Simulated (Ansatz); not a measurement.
Rows from a G0W0 calculation on InSe/InSe (GaSe type multilayer) (Ansatz 0.2.0; G0W0 on PBEsol, plane waves, PAW; 6×6×1 mesh, 362 empty bands, screening to 38 eV), in eV. Spin-orbit coupling is left out.

| row | k | band | start | Σx | Σc at the solution | Vxc |
| --- | --- | --- | --- | --- | --- | --- |
| A | Γ | c2 | -3.681 | -10.365 | -2.817 | -14.054 |
| B | Γ | c1 | -4.454 | -10.405 | -2.667 | -13.837 |
| C | (0.000, 0.167, 0.000) | c2 | -3.091 | -10.671 | -3.094 | -14.718 |
| D | (0.000, 0.167, 0.000) | v1 | -5.681 | -16.216 | 1.518 | -14.575 |
| E | (0.000, 0.167, 0.000) | c1 | -3.368 | -10.883 | -2.953 | -14.765 |
| F | Γ | v1 | -5.735 | -15.350 | 1.292 | -13.967 |

Q: Work out each quasiparticle level and how far it moved.

The quasiparticle equation reads E = start + Σx + Σc(E) − Vxc.

| row | E (eV) | shift (eV) |
| --- | --- | --- |
| A | -2.808 | +0.872 |
| B | -3.689 | +0.765 |
| C | -2.138 | +0.954 |
| D | -5.803 | −0.122 |
| E | -2.438 | +0.929 |
| F | -5.826 | −0.091 |

The gap over the computed points goes from 1.23 eV to 2.11 eV.

Limits: not at the basis limit; coarse mesh for a sheet; no spin-orbit coupling.

[Runs of the session that timed out or met a known fault of the program may be left out.]

[Cells called generated may have been cut or substituted from an entry of the Crystallography Open Database or the Materials Project.]

[Hosts, paths, dates, database ids (printed as entryN), source tags and the programs' standing remarks are cut or masked in the printed files.]
